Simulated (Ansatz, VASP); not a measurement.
# BN in two plane-wave programs, part 3 of 3

Wanted: the spread between two codes on one cell, functional and k mesh. The cell is taken from a series of runs on this material, whose earlier steps may have relaxed, scaled, displaced or heated it; both programs get it as it stands.

VASP 6.6.1 and Ansatz 0.2.0.

So far: Set-up; Ansatz: zone-centre phonons, LDA, pair 1; VASP: zone-centre phonons, LDA, pair 1; Differences.

### Step 5. VASP: zone-centre phonons, LDA, pair 2

Level of this step: LDA; plane waves and PAW (B, N) (VASP).

Second derivatives magnify differences that forces hide, and they need a tight electronic threshold. The cell compared in this pair holds 11.29 Å³, against 11.26 Å³ for the pair before.

Input file INCAR:

```
SYSTEM = BN
PREC = Accurate
ENCUT = 600
EDIFF = 1E-08
NELM = 120
ISMEAR = 0
SIGMA = 0.01
LREAL = .FALSE.
ALGO = Normal
GGA = CA
NBANDS = 10
LORBIT = 11
LWAVE = .FALSE.
LCHARG = .FALSE.
ISIF = 2
IBRION = 8
LEPSILON = .TRUE.
LASPH = .TRUE.
GGA_COMPAT = .FALSE.
EFERMI = MIDGAP
KPAR = 2
```

Input file POSCAR:

```
BN
1.0
   -0.0176283889      1.7717551976      1.7983290649
    1.7717551976     -0.0176283889      1.7983290649
    1.7541268087      1.7541268087      0.0000000000
B N
1 1
Direct
    0.9996428251      0.9996428251      0.0003571749
    0.2503571749      0.2503571749      0.2496428251
```

Input file KPOINTS:

```
Automatic mesh
0
Gamma
12 12 12
0 0 0
```

The projector-augmented-wave data sets are B and N (LDA family, release 64).

On the command line:

```
mpirun -np 2 vasp_std
```

Numbers of over 12 decimals in the logs are rounded to 6 here.

Log:

```text
[... set-up lines as in an earlier step ...]
 entering main loop
       N       E                     dE             d eps       ncg     rms          rms(c)
DAV:   1     0.116091483576E+02    0.11609E+02   -0.55383E+03  5736   0.885E+02
DAV:   2    -0.201304364975E+02   -0.31740E+02   -0.30835E+02  6754   0.171E+02
DAV:   3    -0.206176495045E+02   -0.48721E+00   -0.48612E+00  6556   0.187E+01
DAV:   4    -0.206182763379E+02   -0.62683E-03   -0.62682E-03  6122   0.781E-01
[...]
DAV:  11    -0.194005283578E+02   -0.43793E-06   -0.16088E-06  6242   0.946E-03    0.617E-03
DAV:  12    -0.194005283069E+02    0.50965E-07   -0.41939E-07  6172   0.414E-03    0.383E-04
DAV:  13    -0.194005283071E+02   -0.24977E-09   -0.81125E-09  3498   0.902E-04
   1 F= -.19400528E+02 E0= -.19400528E+02  d E =0.000000E+00
 Linear response reoptimize wavefunctions to high precision
DAV:   1    -0.194005283071E+02   -0.87539E-11   -0.30688E-10  3836   0.194E-04
 Linear response G [H, r] |phi>, progress :
  Direction:   1
       N       E                     dE             d eps       ncg     rms
[...]
first order change of Fermi-energy   0.17467E-03
 force on displaced ion       2 direction 1 : -26.859  -1.245  -0.001
 Born effective charge ion    2 direction 1 :  -1.853   0.016  -0.000
 Linear response progress:
  Degree of freedom:   4/  4
       N       E                     dE             d eps       ncg     rms          rms(c)
RMM:   1    -0.230066018936E+00   -0.23007E+00    0.10771E-01 11251   0.333E+00
RMM:   2    -0.224377978618E+00    0.56880E-02   -0.19956E-03  8628   0.439E-01    0.238E-01
RMM:   3    -0.225344169165E+00   -0.96619E-03   -0.43193E-04  8352   0.167E-01    0.128E-01
RMM:   4    -0.227431957852E+00   -0.20878E-02   -0.40721E-04  8083   0.162E-01    0.235E-02
RMM:   5    -0.227493768038E+00   -0.61810E-04   -0.62757E-06  9271   0.235E-02    0.939E-04
RMM:   6    -0.227503610311E+00   -0.98423E-05   -0.10320E-08  9289   0.106E-03    0.402E-04
RMM:   7    -0.227501204707E+00    0.24056E-05    0.19365E-11  9386   0.330E-04    0.107E-04
RMM:   8    -0.227501204325E+00    0.38211E-09    0.53304E-10  9356   0.887E-05    0.210E-05
 first order change of Fermi-energy   0.47716E+01
 force on displaced ion       2 direction 3 :  -0.000  -0.000 -26.512
 Born effective charge ion    2 direction 3 :   0.000   0.000  -1.893
 Born effective charges drift removed
 Linear response finished
```

From OUTCAR (step 5):

```text
  Total        0.7767877      0.7767877      0.0749628      0.7073348      0.0000000      0.0000000
  in kB      110.2425764    110.2425764     10.6388076    100.3857341      0.0000000      0.0000000
  external PRESSURE =      77.0413201 kB  Pullay stress =       0.0000000 kB

 POSITION                                       TOTAL-FORCE (eV/Angst)
 -----------------------------------------------------------------------------------
      1.75413      1.75413      3.59537        -0.000000     -0.000000     -0.005479
      0.87706      0.87706      0.90045         0.000000      0.000000      0.005479
 -----------------------------------------------------------------------------------
    total drift:                                0.000000      0.000000      0.000027

 MACROSCOPIC STATIC DIELECTRIC TENSOR (including local field effects in DFT)
 ------------------------------------------------------
           4.530489    -0.052707     0.000000
          -0.052707     4.530489     0.000000
           0.000000     0.000000     4.599385
 ------------------------------------------------------

 MACROSCOPIC STATIC DIELECTRIC TENSOR IONIC CONTRIBUTION
 ------------------------------------------------------
           2.055075    -0.130942     0.000000
          -0.130942     2.055075     0.000000
           0.000000     0.000000     2.166180
 ------------------------------------------------------

[... 2 further parts left out ...]
```

### Step 6. Ansatz: zone-centre phonons, LDA, pair 2

The same cell, functional (in two slightly different forms) and mesh now go to Ansatz, which takes its cutoff from its data sets.

The cell is taken from a series of runs on this material, whose earlier steps may have relaxed, scaled, displaced or heated it; both programs get it as it stands.

Input file input.yaml:

```yaml
crystal:
  lattice:
    - [-0.0176283889, 1.7717551976, 1.7983290649]
    - [1.7717551976, -0.0176283889, 1.7983290649]
    - [1.7541268087, 1.7541268087, 0.0]
  atoms:
    - { symbol: B, position: [-0.0003571749, -0.0003571749, 0.0003571749] }
    - { symbol: "N", position: [0.2503571749, 0.2503571749, 0.2496428251] }
kpoints:
  mp_grid: { grid: [12, 12, 12] }
hamiltonian:
  xc: lda
  pseudopotentials: { kind: paw, azcp: { folder: soft_1 }, xc_functional: pbe }
scf:
  occupations: { method: fixed }
output:
  eigenvalues: true
phonons:
  method: dfpt
  dielectric: true
  rigid_motions: translations
```

On the command line:

```
ansatz run input.yaml --threads 4 --pin off --max-ram 10240MiB --backend cpu --events-out ev --progress --plain --runs-dir out
```

Log:

```text
[...]
Crystal: 2 atoms, lattice volume = 11.289 Å³
Basis set: ecut = 420 eV, 223 PW (Γ), exchange–correlation on 36×36×36 points (8 copies of the dense FFT grid, shifted against one another)
Bands: 8, of which v1, the nominal top of the filled ones, is band 4 counted from 1 (3 counted from 0)
Symmetry: 4 space group operations
k-points: 868 of 1728 (irreducible under 1 space group operation, time reversal used)
[...]
optical modes at Γ + LO–TO along q̂ = [1.0000, 0.0000, 0.0000]:
      ω (cm⁻¹)  modes    IR ((D/Å)²/amu)
[...]
optical modes at Γ + LO–TO along q̂ = [0.0000, 1.0000, 0.0000]:
      ω (cm⁻¹)  modes    IR ((D/Å)²/amu)
[...]
1317.72      1            13.0074
  optical modes at Γ + LO–TO along q̂ = [0.0000, 0.0000, 1.0000]:
      ω (cm⁻¹)  modes    IR ((D/Å)²/amu)
       1064.17      1            13.2775
       1115.04      1            12.8210
       1315.69      1            13.6222
[key lines of the parts left out:]
SCF converged after 7 iterations
Free energy (F): -526.457141 eV
Fermi energy:    11.779420 eV
```

### Step 7. Differences

Both answers:

```tsv
quantity	Ansatz	VASP	difference
ε∞ xx	4.53	4.53	+0.06 %
ε∞ yy	4.53	4.53	+0.06 %
ε∞ zz	4.60	4.60	+0.06 %
Born charge of B1 (mean of the diagonal) (e)	1.87	1.87	0.00
Born charge of N2 (mean of the diagonal) (e)	-1.87	-1.87	0.00
optical mode 1 (cm⁻¹)	1064.2	1068.6	-0.41 %
optical mode 2 (cm⁻¹)	1082.5	1087.2	-0.43 %
optical mode 3 (cm⁻¹)	1115.0	1119.3	-0.38 %
```

Modes are paired by rising frequency, not by their patterns, so a pair may set unlike modes beside each other; they are those without the splitting of longitudinal modes.

### Step 8. VASP: zone-centre phonons, LDA, pair 3

Second derivatives magnify differences that forces hide, and they need a tight electronic threshold. The cell compared in this pair holds 11.33 Å³, against 11.29 Å³ for the pair before.

INCAR is that of step 5.

Input file POSCAR:

```
BN
1.0
    0.0000000000      1.7970994639      1.7541268087
    1.7970994639      0.0000000000      1.7541268087
    1.7970994639      1.7970994639      0.0000000000
B N
1 1
Direct
    0.0000000000      0.0000000000      0.0000000000
    0.2500000000      0.2500000000      0.2500000000
```

KPOINTS is that of step 5.

On the command line:

```
mpirun -np 2 vasp_std
```

Log:

```text
[... set-up lines as in an earlier step ...]
 entering main loop
       N       E                     dE             d eps       ncg     rms          rms(c)
DAV:   1     0.115233390637E+02    0.11523E+02   -0.55240E+03  3308   0.887E+02
DAV:   2    -0.200915404288E+02   -0.31615E+02   -0.30498E+02  3870   0.171E+02
DAV:   3    -0.206122696554E+02   -0.52073E+00   -0.51947E+00  3828   0.193E+01
DAV:   4    -0.206129592708E+02   -0.68962E-03   -0.68960E-03  3536   0.815E-01
[...]
DAV:  11    -0.194041958133E+02   -0.46336E-06   -0.17058E-06  3656   0.956E-03    0.609E-03
DAV:  12    -0.194041957458E+02    0.67492E-07   -0.47814E-07  3534   0.438E-03    0.224E-04
DAV:  13    -0.194041957467E+02   -0.84174E-09   -0.74912E-09  2078   0.892E-04
   1 F= -.19404196E+02 E0= -.19404196E+02  d E =0.000000E+00
 Linear response reoptimize wavefunctions to high precision
DAV:   1    -0.194041957468E+02   -0.78444E-10   -0.19580E-10  2182   0.170E-04
 Linear response G [H, r] |phi>, progress :
  Direction:   1
       N       E                     dE             d eps       ncg     rms
[...]
RMM:  10    -0.227396699601E+00    0.79634E-10   -0.33367E-09 12427   0.124E-05    0.352E-07
 first order change of Fermi-energy   0.30055E-04
 force on displaced ion       2 direction 1 : -26.281   0.000   0.000
 Born effective charge ion    2 direction 1 :  -1.890   0.000   0.000
 Linear response progress:
  Degree of freedom:   4/  4
       N       E                     dE             d eps       ncg     rms          rms(c)
RMM:   1    -0.230511844719E+00   -0.23051E+00    0.94397E-02 11285   0.331E+00
RMM:   2    -0.224273105504E+00    0.62387E-02   -0.19932E-03  8651   0.441E-01    0.232E-01
RMM:   3    -0.225266201225E+00   -0.99310E-03   -0.40248E-04  8313   0.162E-01    0.125E-01
RMM:   4    -0.227328205872E+00   -0.20620E-02   -0.37917E-04  8010   0.157E-01    0.235E-02
[...]
RMM:   8    -0.227402311440E+00    0.19773E-06   -0.37713E-10  9341   0.278E-05    0.189E-05
RMM:   9    -0.227402260418E+00    0.51022E-07   -0.80247E-10  9617   0.232E-05    0.913E-07
RMM:  10    -0.227402257988E+00    0.24300E-08   -0.14693E-10  7243   0.103E-05    0.478E-07
 first order change of Fermi-energy   0.90854E-03
 force on displaced ion       2 direction 3 :  -0.000  -0.000 -26.867
 Born effective charge ion    2 direction 3 :   0.000   0.000  -1.825
 Born effective charges drift removed
 Linear response finished
```

Parts of OUTCAR (step 8):

```text
  Total        0.0738670      0.0738670      1.1307300      0.0000000      0.0000000     -0.0000000
  in kB       10.4454150     10.4454150    159.8947756      0.0000000      0.0000000     -0.0000000
  external PRESSURE =      60.2618686 kB  Pullay stress =       0.0000000 kB

 POSITION                                       TOTAL-FORCE (eV/Angst)
 -----------------------------------------------------------------------------------
      0.00000      0.00000      0.00000         0.000000      0.000000      0.000000
      0.89855      0.89855      0.87706        -0.000000     -0.000000     -0.000000
 -----------------------------------------------------------------------------------
    total drift:                               -0.000001     -0.000001      0.000001

 MACROSCOPIC STATIC DIELECTRIC TENSOR (including local field effects in DFT)
 ------------------------------------------------------
           4.592034     0.000000     0.000000
           0.000000     4.592034    -0.000000
           0.000000     0.000000     4.483712
 ------------------------------------------------------

 MACROSCOPIC STATIC DIELECTRIC TENSOR IONIC CONTRIBUTION
 ------------------------------------------------------
           2.170673     0.000000    -0.000000
           0.000000     2.170673    -0.000000
          -0.000000    -0.000000     1.981033
 ------------------------------------------------------

[... 1 part as in an earlier step ...]

[... 1 further part left out ...]
```

### Step 9. Ansatz: zone-centre phonons, LDA, pair 3

The same cell, functional (in two slightly different forms) and mesh now go to Ansatz, which takes its cutoff from its data sets.

The cell is taken from a series of runs on this material, whose earlier steps may have relaxed, scaled, displaced or heated it; both programs get it as it stands.

input.yaml, the sections that differ from step 6:

```yaml
crystal:
  lattice:
    - [0.0, 1.7970994639, 1.7541268087]
    - [1.7970994639, 0.0, 1.7541268087]
    - [1.7970994639, 1.7970994639, 0.0]
  atoms:
    - { symbol: B, position: [0.0, 0.0, 0.0] }
    - { symbol: "N", position: [0.25, 0.25, 0.25] }
# kpoints, hamiltonian, scf, output, phonons: as in step 6
```

On the command line:

```
ansatz run input.yaml --threads 4 --pin off --max-ram 10240MiB --backend cpu --events-out ev --progress --plain --runs-dir out
```

Log:

```text
[...]
Crystal: 2 atoms, lattice volume = 11.330 Å³
Basis set: ecut = 420 eV, 217 PW (Γ), exchange–correlation on 36×36×36 points (8 copies of the dense FFT grid, shifted against one another)
Bands: 8, of which v1, the nominal top of the filled ones, is band 4 counted from 1 (3 counted from 0)
Symmetry: 8 space group operations
k-points: 868 of 1728 (irreducible under 1 space group operation, time reversal used)
[...]
optical modes at Γ + LO–TO along q̂ = [1.0000, 0.0000, 0.0000]:
      ω (cm⁻¹)  modes    IR ((D/Å)²/amu)
[...]
optical modes at Γ + LO–TO along q̂ = [0.0000, 1.0000, 0.0000]:
      ω (cm⁻¹)  modes    IR ((D/Å)²/amu)
[...]
1090.19      1            12.6647
       1310.62      1            13.5781
  optical modes at Γ + LO–TO along q̂ = [0.0000, 0.0000, 1.0000]:
      ω (cm⁻¹)  modes    IR ((D/Å)²/amu)
       1077.70      2            27.1563
       1311.46      1            12.6647
[key lines of the parts left out:]
SCF converged after 7 iterations
Free energy (F): -526.460379 eV
Fermi energy:    11.751165 eV
```

### Step 10. Differences

Both answers:

```tsv
quantity	Ansatz	VASP	difference
ε∞ xx	4.59	4.59	+0.06 %
ε∞ yy	4.59	4.59	+0.06 %
ε∞ zz	4.49	4.48	+0.06 %
Born charge of B1 (mean of the diagonal) (e)	1.87	1.87	0.00
Born charge of N2 (mean of the diagonal) (e)	-1.87	-1.87	0.00
optical mode 1 to 2 (cm⁻¹)	1077.7	1082.4	-0.43 %
optical mode 3 (cm⁻¹)	1090.2	1094.4	-0.38 %
```

Modes are paired by rising frequency, not by their patterns, so a pair may set unlike modes beside each other; they are those without the splitting of longitudinal modes.

### Step 11. Outcome

```json
{"r.m.s. difference of the optical zone-centre modes, each program's sorted by frequency (zone-centre phonons, LDA, pair 1)": "4.5 cm⁻¹", "r.m.s. difference of the optical zone-centre modes, each program's sorted by frequency (zone-centre phonons, LDA, pair 2)": "4.4 cm⁻¹", "r.m.s. difference of the optical zone-centre modes, each program's sorted by frequency (zone-centre phonons, LDA, pair 3)": "4.5 cm⁻¹"}
```

**Reading.** The r.m.s. difference of the optical zone-centre modes, each program's sorted by frequency is 4.5 cm⁻¹ (zone-centre phonons, LDA, pair 1). How closely two codes agree says nothing of how well the functional describes the real material.

[Lines on the potential files, build, host, timing and source positions are cut from VASP's logs without a mark.]

[Logs are printed without paths, hosts, clocks, repeated set-up lines and the standing remarks that a program may print on its own settings, such as how far it seeks lower states.]

[Hosts, paths, dates, database ids (printed as entryN), source tags and the programs' standing remarks are cut or masked in the printed files.]
